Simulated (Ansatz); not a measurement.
# InAs (F-43m) in Ansatz: notebook, part 2 of 2

Ansatz 0.2.0. Earlier steps stand in the parts before.

### 5 Single point, PBE

The input, input.yaml:

```yaml
crystal:
  lattice:
    - [0.0, 3.018, 3.018]
    - [3.018, 0.0, 3.018]
    - [3.018, 3.018, 0.0]
  atoms:
    - { symbol: In, position: [0.0, 0.0, 0.0] }
    - { symbol: As, position: [0.75, 0.75, 0.75] }
kpoints:
  mp_grid: { grid: [5, 5, 5] }
scf:
  occupations: { method: fermi_dirac, width: 0.06 }
hamiltonian:
  xc: pbe
  pseudopotentials: { kind: all_electron, lapw: { basis_error: 0.004 } }
output:
  forces: true
  stress: true
  eigenvalues: true
```

Potentials or basis: all-electron LAPW, scalar-relativistic.

Started as:

```
ansatz run input.yaml --threads 1 --pin off --max-ram 3072MiB --backend cpu --events-out ev --progress --plain --runs-dir out
```

Output:

```text
Warning: RAYON_NUM_THREADS=1 ignored (pool sized by the plan → 1); use --threads N
LAPW: plane waves up to 7.934 Å⁻¹, error target 4.0e-3 eV per atom; small_component_spin mean_spin; As in spheres of 1.260 Å, 23 of its electrons in bands, Dirac shells []; In in spheres of 1.354 Å, 21 of its electrons in bands, Dirac shells [] (how accurate: hamiltonian.pseudopotentials.lapw.basis_error, Limitations)
Engine: ansatz 0.2.0, x86_64-unknown-linux-gnu
Pseudopotentials: kind: all_electron
Pseudopotential: In, LAPW, valence charge 21, lapw/all_electron/scalar/gaussian/In, Koelling and Harmon's equation, gaussian nucleus
Pseudopotential: As, LAPW, valence charge 23, lapw/all_electron/scalar/gaussian/As, Koelling and Harmon's equation, gaussian nucleus
Functional definition: PBE
  parameter kappa = 0.804
  parameter beta = 0.06672455060314922
  exchange = pbe_x(kappa = kappa, mu = beta*pi^2/3)
  correlation = pbe_c(beta = beta)
Crystal: 2 atoms, lattice volume = 54.978 Å³
Basis set: ecut = 239.85655038670967 eV, 459 PW (Γ), exchange–correlation at level 2
Bands: 27, of which v1, the nominal top of the filled ones, is band 22 counted from 1 (21 counted from 0)
Symmetry: 24 space group operations
Space group: F-43m (ITA 216), of the structure as read, at distance tolerance 3.8e-5 Å
k-points: 10 of 125 (time reversal used)
Non-local potential: In, projectors of the file, none
Non-local potential: As, projectors of the file, none
Initial density: superposition of atomic densities (chi_scale 0.1, normalization cell, long waves kept (reshape's long-wave potential 0.00 eV rms))
Initial wavefunctions: plane waves of lowest kinetic energy (no species holds an atomic orbital)
Functional: x = pbe(κ = 0.804, μ = 0.2195149727645171), c = pbe(β = 0.06672455060314922)
iter 1 solved again at ethr=2.08e-3 eV; its pass at ethr=1.00e-1 eV (dr2=9.14e-1 eV) is discarded
SCF iter   1: F=—  HF=-221570.564705 eV  |F-HF|=—  |Δ(HF+E_count)|=         —  Δρ=2.97e-2  dr2=9.16e-1  ethr=2.08e-3  ⟨swp⟩=2.0  Hψ=1709  notcnv=0
preconditioner: auto → none  [insulator: Δε(μ)=0.159 eV  Ē_g=15.128 eV  σ=0.060 eV  W_gap=0.53  n_scr=14 (ndim 8)  ℏωp=21.2 eV  f_vac=0.128  D(μ)=0.14/eV (n_scr^D=0)  ε∞_Penn≈3.0]
iter 2 solved again at ethr=1.03e-4 eV; its pass at ethr=2.08e-3 eV (dr2=4.53e-2 eV) is discarded
SCF iter   2: F=—  HF=-221570.299651 eV  |F-HF|=—  |Δ(HF+E_count)|=   2.65e-1  Δρ=9.35e-3  dr2=4.53e-2  ethr=1.03e-4  ⟨swp⟩=2.0  Hψ=1370  notcnv=0
SCF iter   3: F=—  HF=-221570.283670 eV  |F-HF|=—  |Δ(HF+E_count)|=         —  Δρ=4.69e-3  dr2=1.30e-2  ethr=1.03e-4  ⟨swp⟩=2.0  Hψ=797  notcnv=0
the basis was enlarged: its passes take 42.4 KiB over the memory plan, 1 of 1 planned eigensolver slots
SCF iter   4: F=—  HF=-221570.283881 eV  |F-HF|=—  |Δ(HF+E_count)|=   2.11e-4  Δρ=1.75e-3  dr2=1.97e-3  ethr=2.95e-5  ⟨swp⟩=2.0  Hψ=754  notcnv=0
SCF iter   5: F=—  HF=-221570.283825 eV  |F-HF|=—  |Δ(HF+E_count)|=   5.60e-5  Δρ=3.27e-4  dr2=7.77e-5  ethr=4.47e-6  ⟨swp⟩=2.0  Hψ=753  notcnv=0
SCF iter   6: F=—  HF=-221570.283865 eV  |F-HF|=—  |Δ(HF+E_count)|=   4.05e-5  Δρ=5.94e-5  dr2=1.73e-6  ethr=1.77e-7  ⟨swp⟩=3.0  Hψ=777  notcnv=0
SCF iter   7: F=-221570.283869 eV  HF=-221570.283869 eV  |F-HF|=1.33e-7  |Δ(HF+E_count)|=   3.59e-6  Δρ=1.01e-5  dr2=6.03e-8  ethr=3.93e-9  ⟨swp⟩=3.0  Hψ=792  notcnv=0
SCF 1 converged in 7 iterations: F = -221570.283869 eV  dr2 = 6.03e-8
SCF converged after 7 iterations
Free energy (F): -221570.283869 eV
Harris-Foulkes:  -221570.283869 eV  (|F-HF|=1.33e-7)
Internal energy: -221570.281886 eV  (E = F + TS)
E sigma→0 (E₀):  -221570.282877 eV
Entropy (-TS):   -0.001983 eV (-0.992 meV/atom)
Fermi energy:    9.804119 eV
--- Per-component energies (eV) ---
  E_band       = -1911.617038
  E_kinetic    = 230888.098723
  E_xc         = -6636.143370
  E_electrostatic = -445822.237238  (all electrons and nuclei)
  E_smearing   = -0.001983  (= −TS)
  E_closure    = 0.000000  (closes the sum)
  E_atoms      = -221562.685075  (free atoms, spherical and without spin; not in F)
  Σ components = -221570.283869   (vs F -221570.283869, Δ=0.00e0)
  Basis errors (estimates in eV, not in F): energy 1.7e-3 per atom: plane waves 1.5e-3 (9.3e-4 summed), levels above the bands 3.7e-62, relativity 2.0e-7, radial functions 1.8e-4, core shells 3.6e-7; eigenvalues (radial functions only) 3.3e-6; not estimated: angular momenta, meshes, grids; target (lapw.basis_error) 4.0e-3; muffin-tin radii As 1.260 Å, In 1.354 Å
--- Forces (eV/Å), atoms counted from 1 ---
  atom   1  In     0.00000000    -0.00000000    -0.00000000
  atom   2  As    -0.00000000     0.00000000     0.00000000
  max |Σ_I F_I| component: 4.16e-17 eV/Å
--- Stress (GPa, compression-positive) ---
        4.500394       0.000000      -0.000000
        0.000000       4.500394       0.000000
       -0.000000       0.000000       4.500394
  P = ⅓ Tr σ = 4.5004 GPa (45.004 kbar)
--- Band table (eV; the first three rows and the last of 10) ---
  k-point 0: bands = ["-174.7865", "-118.1584", "-118.1584", "-118.1584", "-105.4610", "-63.9472", "-63.9472", "-63.9472", "-25.2044", "-25.2044", "-25.2044", "-25.1965", "-25.1965", "-4.6571", "-4.6571", "-4.6571", "-4.5300", "-4.5300", "-2.1384", "9.5853", "9.7596", "9.7596", "9.7596", "13.6695", "13.6695", "13.6695", "17.2957"]
  k-point 1: bands = ["-174.7865", "-118.1584", "-118.1584", "-118.1584", "-105.4610", "-63.9472", "-63.9472", "-63.9472", "-25.2045", "-25.2044", "-25.2044", "-25.1966", "-25.1966", "-4.7041", "-4.6437", "-4.6437", "-4.5298", "-4.5298", "-1.7350", "6.7612", "9.3390", "9.3390", "11.0526", "14.2418", "14.2418", "14.3850", "18.3032"]
  k-point 2: bands = ["-174.7865", "-118.1584", "-118.1584", "-118.1584", "-105.4610", "-63.9473", "-63.9472", "-63.9472", "-25.2046", "-25.2043", "-25.2043", "-25.1965", "-25.1965", "-4.7719", "-4.6271", "-4.6271", "-4.5237", "-4.5237", "-0.8580", "4.3727", "8.8365", "8.8365", "10.7845", "14.4684", "14.4684", "16.4523", "18.1824"]
  k-point 9: bands = ["-174.7865", "-118.1584", "-118.1584", "-118.1584", "-105.4610", "-63.9473", "-63.9473", "-63.9472", "-25.2046", "-25.2043", "-25.2040", "-25.1966", "-25.1963", "-4.8117", "-4.6076", "-4.5880", "-4.5460", "-4.5202", "-0.2500", "4.2207", "6.7042", "7.4930", "13.4732", "13.5724", "14.7214", "17.3938", "18.3305"]
```

It took 8.7 s on 1 thread of Intel Xeon at 2.50GHz (Skylake/Cascade Lake), shared host; peak memory 0.27 GiB.

What came out:

```yaml
Free_energy: -221570.2839 eV
Pressure: 4.5 GPa
Band_gap_on_the_k_mesh: none (metal or under the smearing width)
```

Caveat: the k mesh is coarse (spacing up to 0.36 Å⁻¹), so the values aren't converged; the k mesh is thin for a metal, which can move the energy by tens of meV per atom; this crystal is a semiconductor, whose small gap the functional closes, so the metal is an error of the method.

### 6 The runs side by side

| level | k mesh | cutoff (eV) | smearing | basis error allowed | mesh quality | gap on the mesh (eV) | pressure (GPa) |
| --- | --- | --- | --- | --- | --- | --- | --- |
| LDA | 8 × 8 × 8 | 283 | gaussian 0.02 eV | 0.001 eV/atom | not flagged | none | -0.3 |
| PBE | 8 × 8 × 8 | 283 | gaussian 0.02 eV | 0.001 eV/atom | not flagged | none | 4.3 |
| PBE | 8 × 8 × 8 | 283 | gaussian 0.027 eV | 0.001 eV/atom | not flagged | none | 4.3 |
| PBE | 5 × 5 × 5 | 240 | fermi-dirac 0.06 eV | 0.004 eV/atom | coarse | none | 4.5 |

Alike in all rows: task single point; potentials or basis all-electron LAPW, scalar-relativistic; no spin polarisation; cell as given.

Caveats: some runs use coarse meshes; this crystal is a semiconductor, whose small gap the functional closes, so the metal is an error of the method; the k mesh is thin for a metal, which can move the energy by tens of meV per atom (some runs).

Compare energies only between runs with the same functional and basis.

### 7 How close it comes

Step 2. Measured gap of InAs: 0.418 eV (direct; 4.2 K; a printed reference work, data compilation). This calculation gives 0.00 eV (-0.42 eV). Spin-orbit coupling on As, In is left out. The value is that of LDA on a finite k mesh, which can miss the band edges, without temperature or zero-point motion. Semilocal functionals fall short of measured gaps as a rule.

Step 3. Measured gap of InAs: 0.418 eV (direct; 4.2 K; a printed reference work, data compilation). This calculation gives 0.00 eV (-0.42 eV). Spin-orbit coupling on As, In is left out. The value is that of PBE on a finite k mesh, which can miss the band edges, without temperature or zero-point motion. Semilocal functionals fall short of measured gaps as a rule.

Step 4. Against the measured gap of InAs, 0.418 eV (direct; 4.2 K; a printed reference work, data compilation), the calculated 0.00 eV is off by -0.42 eV. Spin-orbit coupling on As, In is left out. The value is that of PBE on a finite k mesh, which can miss the band edges, without temperature or zero-point motion. Semilocal functionals fall short of measured gaps as a rule.
